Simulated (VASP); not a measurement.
Input of a VASP 6.6.1 run:

Contents of INCAR:

```
ALGO = Fast
EDIFF = 1E-7
ENCUT = 700
GGA = PE
ISIF = 2
ISMEAR = 0
ISPIN = 2
LASPH = T
LCHARG = F
LMAXMIX = 4
LORBIT = 11
LREAL = F
LWAVE = F
MAGMOM = 0.8
NELM = 120
PREC = Accurate
SIGMA = 0.1
```

Contents of KPOINTS:

```
k-points
0
Gamma
  14 14 14
```

Contents of POSCAR:

```
Ni
1.0
    0.0000000000      1.7619350000      1.7619350000
    1.7619350000      0.0000000000      1.7619350000
    1.7619350000      1.7619350000      0.0000000000
Ni
1
Direct
    0.0000000000      0.0000000000      0.0000000000
```

Potentials or basis: VASP PAW PBE potentials, release 64 (Ni).

Launch:

```sh
$ cat potpaw_PBE.64/Ni/POTCAR > POTCAR
$ mpirun -np 1 vasp_std > vasp.out
```

Estimate the pressure.

-1.1 GPa.

What does it give for the band gap on the k mesh?

None (metal or under the smearing width).
